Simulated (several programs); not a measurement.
**What each method gives for SrTe (rocksalt)**

SrTe in the rocksalt structure, relaxed with r2SCAN in Ansatz, was computed with several methods. The symmetry is Fm-3m (No. 225, cubic); a = 6.706 Å in the conventional setting, 37.69 Å³ an atom. Around Sr lie 6 Te at 3.35 Å; around Te lie 6 Sr at 3.35 Å. The values are computed, spin-unpolarised, and not measurements.

```cif
data_structure
_symmetry_space_group_name_H-M 'Fm-3m'
_symmetry_Int_Tables_number 225
_cell_length_a 6.7055
_cell_length_b 6.7055
_cell_length_c 6.7055
_cell_angle_alpha 90.000
_cell_angle_beta 90.000
_cell_angle_gamma 90.000
_cell_volume 301.51
loop_
_atom_site_label
_atom_site_type_symbol
_atom_site_symmetry_multiplicity
_atom_site_Wyckoff_symbol
_atom_site_fract_x
_atom_site_fract_y
_atom_site_fract_z
_atom_site_occupancy
Sr1 Sr 4 a 0.00000 0.00000 0.00000 1
Te1 Te 4 b 0.50000 0.00000 0.00000 1
```

Gaps and times are for a single point on this cell; volume and bulk modulus come from each method's own relaxation or energy curve at fixed shape. Times are rough, from shared hosts (Arm Neoverse N1; NVIDIA H100 80GB HBM3), and each method has its own mesh and cell size. A dagger marks a closed or tiny gap in a crystal that DFT finds insulating: a failure of the method or a wrong SCF state. A star marks a curve whose lowest point is an end point. PM6 (MOPAC), PM7 (MOPAC), GFN1-xTB (tblite), GFN2-xTB (tblite) treat a cluster of cells at its zone centre, which samples few k points: where these miss a band edge, the gap comes out too large for that reason alone. Gaps from k meshes are read at a limited set of points (mesh, symmetry points, PBE's band edges), so each method's own least gap may be somewhat smaller. xTB and the PM methods were fitted mostly to molecules, and can miss a solid's gap by electronvolts. Minimal bases can be far off for gaps. Times of the plane-wave ladder aren't listed, since it ran on unlike processors and cards. GLLB-SC's gap includes the derivative discontinuity. G0W0 is at finite bands, cutoff and mesh. d marks a direct gap, i an indirect one (no mark: not told apart), a dash a value that wasn't computed or didn't pass its checks.

| method | kind | gap (eV) | own volume (Å³/atom) | bulk modulus (GPa) | atoms computed | processor time |
| --- | --- | --- | --- | --- | --- | --- |
| light PBE (260 eV and a coarse mesh) | light plane-wave | 1.77 i | – | – | 2 | 1.5 s |
| PM6 (MOPAC) | semi-empirical | 4.67 | – | – | cluster | 2.5 s |
| PM7 (MOPAC) | semi-empirical | 7.88 | – | – | cluster | 3.7 s |
| PBE | semilocal | 1.77 i | 37.86 | 32 | 2 | – |
| PBE/SZV (CP2K) | small basis | 1.87 d | 42.18* | 28* | 2 | 8.4 s |
| GFN1-xTB (tblite) | tight binding | 3.85 | – | – | cluster | 8.8 s |
| r2SCAN | semilocal | 2.17 i | 37.69 | 35 | 2 | – |
| PBE+SOC | semilocal | 1.49 i | – | – | 2 | – |
| G0W0@PBE (260 eV screening cutoff) | many-body | 2.96 | – | – | 2 | – |
| GFN2-xTB (tblite) | tight binding | 0.03† | – | – | cluster | 13 s |
| PBE/DZVP (CP2K) | small basis | 2.13 i | 38.09 | 33 | 2 | 18 s |
| G0W0@r2SCAN (180 eV screening cutoff) | many-body | 3.19 | – | – | 2 | – |
| GLLB-SC (GPAW) | model potential | 3.53 | – | – | 2 | 19 s |
| PBE/single zeta (GPAW) | small basis | 1.92 i | – | – | 2 | 23 s |
| G0W0@HSE06 (180 eV screening cutoff) | many-body | 3.27 | – | – | 2 | – |
| G0W0@PBE0 (180 eV screening cutoff) | many-body | 3.48 | – | – | 2 | – |
| PBE0 | hybrid | 3.15 i | – | – | 2 | – |
| HSE06 | hybrid | 2.49 i | – | – | 2 | – |

Against HSE06 (2.49 eV) and with closed or daggered gaps left aside, the nearest gap at the points sampled is that of r2SCAN (-0.32 eV) and the farthest that of PM7 (MOPAC) (+5.39 eV). HSE06 is only a yardstick of convenience, and nearness to it can be luck.

Volumes against r2SCAN's: PBE +0.5 %, PBE/DZVP (CP2K) +1.1 %.

Only the rows marked +SOC include spin-orbit coupling.
